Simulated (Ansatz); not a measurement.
Debugging a projected density of states of W, space group Pm-3n (the Python package of Ansatz (0.2.0)).

The script reads `w.xyz`:
```text
8
Lattice="5.083 0.0 0.0 0.0 5.083 0.0 0.0 0.0 5.083" Properties=species:S:1:pos:R:3 pbc="T T T"
W     0.00000000    0.00000000    0.00000000
W     2.54150000    2.54150000    2.54150000
W     0.00000000    2.54150000    1.27075000
W     0.00000000    2.54150000    3.81225000
W     1.27075000    0.00000000    2.54150000
W     3.81225000    0.00000000    2.54150000
W     2.54150000    3.81225000    0.00000000
W     2.54150000    1.27075000    0.00000000
```

Notebook, run cell by cell (the value of a cell's last expression is shown):

**Cell 1**
```python
import ansatz as az
import matplotlib.pyplot as plt
import numpy as np
```

**Cell 2**
```python
XC = "r2-scan-l"
KGRID = (5, 5, 5)
FILLING = "Methfessel-Paxton"
```

**Cell 3**
```python
structure = az.Crystal.from_extxyz("w.xyz")
```

**Cell 4**
```python
[site.symbol for site in structure.resolved().sites]
```
Output:
```text
['W', 'W', 'W', 'W', 'W', 'W', 'W', 'W']
```

**Cell 5**
```python
base = (
    structure.calculation()
    .basis(45 * az.Ry)
    .functional(XC)
    .kpoints(*KGRID)  # sampling of the Brillouin zone
    .occupations(FILLING, width=150 * az.meV)  # the run then minimises F = E - TS
    .density_of_states(projected=True, method="smearing", broadening_width=0.15, energy_step=0.1)  # states per eV and cell
)
def show(event):
    row = event["data"]
    if event["event"] == "scf_iter" and row.get("harris_foulkes_ev") is not None:
        print(f"  iteration {row['iter']:3d}  Harris-Foulkes {row['harris_foulkes_ev']:.5f} eV  residual {row['dr2_ev']:.2e}")
```
Output:
```text
Traceback (most recent call last):
  File "<cell 5>", line 4, in <module>
    .functional(XC)
     ~~~~~~~~~~^^^^
  ...
ansatz.errors.InputError: .functional('r2-scan-l'): not one of lda, pbe, pbesol, rpbe, revpbe, blyp, pbe0, revpbe0, b3lyp, b3lyp5, hse06, wpbeh, hiss, lc_wpbe, cam_b3lyp, hf, r2scan, r2scanh, r2scan0, r2scan50, mr2scan, a composition, a text  [hamiltonian.xc]
```

What is wrong, and how is it mended?

The fault: the functional's name isn't one that the program knows. The change:

```diff
--- before
+++ after
@@
 # %%
-XC = "r2-scan-l"
+XC = "r2SCAN"
 KGRID = (5, 5, 5)
 FILLING = "Methfessel-Paxton"
+N_EMPTY = 22
 
@@
     .occupations(FILLING, width=150 * az.meV)  # the run then minimises F = E - TS
+    .scf(extra_bands=N_EMPTY)
     .density_of_states(projected=True, method="smearing", broadening_width=0.15, energy_step=0.1)  # states per eV and cell
```

The cells in order, each with its output:

(earlier cells as before)

**Cell 2**
```python
XC = "r2SCAN"
KGRID = (5, 5, 5)
FILLING = "Methfessel-Paxton"
N_EMPTY = 22
```

**Cell 3**
```python
structure = az.Crystal.from_extxyz("w.xyz")
```

**Cell 4**
```python
[site.symbol for site in structure.resolved().sites]
```
Output:
```text
['W', 'W', 'W', 'W', 'W', 'W', 'W', 'W']
```

**Cell 5**
```python
base = (
    structure.calculation()
    .basis(45 * az.Ry)
    .functional(XC)
    .kpoints(*KGRID)  # sampling of the Brillouin zone
    .occupations(FILLING, width=150 * az.meV)  # the run then minimises F = E - TS
    .scf(extra_bands=N_EMPTY)
    .density_of_states(projected=True, method="smearing", broadening_width=0.15, energy_step=0.1)  # states per eV and cell
)
def show(event):
    row = event["data"]
    if event["event"] == "scf_iter" and row.get("harris_foulkes_ev") is not None:
        print(f"  iteration {row['iter']:3d}  Harris-Foulkes {row['harris_foulkes_ev']:.5f} eV  residual {row['dr2_ev']:.2e}")
```

**Cell 6**
```python
out = base.session().plan().execute(on_event=show)
summary = out.report
```
Output:
```text
  iteration   1  Harris-Foulkes -83177.35978 eV  residual 5.46e-02
  iteration   2  Harris-Foulkes -83177.48107 eV  residual 1.51e-02
  iteration   3  Harris-Foulkes -83177.48874 eV  residual 4.19e-03
  iteration   4  Harris-Foulkes -83177.48866 eV  residual 1.36e-04
  iteration   5  Harris-Foulkes -83177.48866 eV  residual 7.70e-06
  iteration   6  Harris-Foulkes -83177.48854 eV  residual 3.94e-07
  iteration   7  Harris-Foulkes -83177.48854 eV  residual 2.13e-08
```

**Cell 7**
```python
out.unlabelled_reasons
```
Output:
```text
['no_forces']
```

**Cell 8**
```python
dos = out.density_of_states()
energy = np.asarray(dos.energies_ev) - dos.fermi_ev
curves = {}
for site in out.projected_density_of_states().sites:
    for shell in site.shells:
        weight = sum(np.sum(curve.g_bin_mean_per_ev, axis=0) for curve in shell.curves)
        name = f"{site.species} {shell.label}"
        curves[name] = curves.get(name, 0) + weight
```

**Cell 9**
```python
window = (energy > -10) & (energy < 6)
fig, ax = plt.subplots(figsize=(5.5, 3.5))
for name, g in curves.items():
    if g[window].max() > 0.05:
        ax.plot(energy[window], g[window], label=name, lw=1)
        print(f"{name:8s} peak {g[window].max():7.3f} states/eV at {energy[window][g[window].argmax()]:6.2f} eV")
ax.set(xlabel="E - E_F (eV)", ylabel="states/eV")
ax.legend(fontsize=7)
fig.tight_layout()
fig.savefig("pdos.png", dpi=100)
```
Output:
```text
W 5S     peak   0.078 states/eV at  -5.70 eV
W 6S     peak   2.417 states/eV at  -5.80 eV
W 5P     peak   0.189 states/eV at  -2.10 eV
W 5D     peak  13.376 states/eV at  -2.90 eV
```

Notes:
- Absolute energies stand on the zero of these potentials, so only differences at equal settings mean something. A total without «per atom» is that of the cell as typed.
- The mesh is modest for a metal, so energies can be off by several to tens of meV an atom and pressures by half a GPa or more; differences at equal mesh fare better.
- Peaks are the largest values inside the energy window taken; deeper bands lie outside it.
- Spin-orbit coupling, which matters for elements this heavy, is left out.
- This isn't the structure that W takes at ambient conditions.
- Curves are summed over the cell's atoms. Only shells that the potentials hold have channels, so projections don't add up to the total, least of all where a shell is missing (p of most metals); heights and places of peaks move with the mesh.
- The computed bands are complete only to about 5.8 eV above the Fermi level; beyond that the density of states is undercounted.
- It ran for 14 s on 1 thread of Intel(R) Xeon(R) Processor @ 2.30GHz, on a shared host, peak memory 0.98 GiB.
